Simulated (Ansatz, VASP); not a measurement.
**Pb in VASP and in Ansatz**

```
Pb
1.0
     2.37660   -5.73481    0.00000
     2.37660    5.73481    0.00000
     0.00000    0.00000    5.15050
Pb
4
Direct
  0.14668 0.85332 0.99986
  0.64668 0.35332 0.50014
  0.85332 0.14668 0.00014
  0.35332 0.64668 0.49986
```

Alike in both runs: functional PBE; k mesh 10 × 10 × 8; occupations gaussian, width 0.1 eV; no spin polarisation.

Ansatz relaxed the structure, and its values are those at the end. VASP's run is a single point on that final structure, the one shown.

```csv
,VASP,Ansatz
version,VASP 6.6.1,Ansatz 0.2.0
potentials or method,"VASP PAW PBE potentials, release 64 (Pb_d)","scalar-relativistic, plane waves, PAW"
plane-wave cutoff (eV),520,420
valence electrons in the cell,56,56
```

```tsv
	VASP	Ansatz	Ansatz less VASP
gap on the k mesh at the Fermi level (eV)	none	none	-
pressure (GPa)	-0.1	0.0	+0.05
```

A gap of «none» marks a metal or a gap that the smearing closes.

Spin-orbit coupling is left out, which matters for the levels of Pb.
